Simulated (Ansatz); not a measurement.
**PbSe: changing the dispersion correction**

The cell as given:

```cif
data_structure
_symmetry_space_group_name_H-M 'P 1'
_symmetry_Int_Tables_number 1
_cell_length_a 4.3284
_cell_length_b 4.3284
_cell_length_c 4.3284
_cell_angle_alpha 60.000
_cell_angle_beta 60.000
_cell_angle_gamma 60.000
_cell_volume 57.34
loop_
_atom_site_label
_atom_site_type_symbol
_atom_site_fract_x
_atom_site_fract_y
_atom_site_fract_z
_atom_site_occupancy
Pb1 Pb 0.00000 0.00000 0.00000 1
Se1 Se 0.50000 0.50000 0.50000 1
```

Kept alike: task relaxation of cell and atoms; functional PBEsol; k mesh 8 × 8 × 8; occupations fermi-dirac, width 0.05 eV; no spin polarisation. Program: Ansatz, Ansatz PAW, cutoff 420 eV. The mesh is that of the run's cell of 2 atoms. No spin-orbit coupling.

| dispersion correction | band gap (eV) | volume (Å³/atom) |
| --- | --- | --- |
| D3(BJ) | 0.05 or less | 27.299 |
| D3(BJ)-ATM | 0.05 or less | 27.409 |
| D4 | 0.086 | 27.756 |
| none | 0.167 | 28.396 |

Spin-orbit coupling, left out here, moves the band edges of heavy atoms and can close or invert small gaps. Gaps hold for each row's own relaxed cell. The relaxations keep at least the cell's symmetry (Fm-3m). Relaxations stop with a little pressure left, so the last digits of a volume or edge aren't settled. A gap read on the mesh alone can miss an edge between its points. All rows use potentials made for PBE.

Q: What does the dispersion correction change here?

A: The band gap runs from 0.05 or less (D3(BJ); D3(BJ)-ATM) to 0.167 eV (none). The volume runs from 27.299 (D3(BJ)) to 28.396 Å³/atom (none). Against no correction: D3(BJ) -3.9 %; D3(BJ)-ATM -3.5 %; D4 -2.3 %. Dispersion terms mostly attract and so lower the volume; the schemes' coefficients and damping set how far. Measured: 28.67 Å³/atom at 298 K (COD entry, doi:10.1107/S0108270187091509); nearest none, 0.27 Å³/atom off. The runs are for a static lattice.
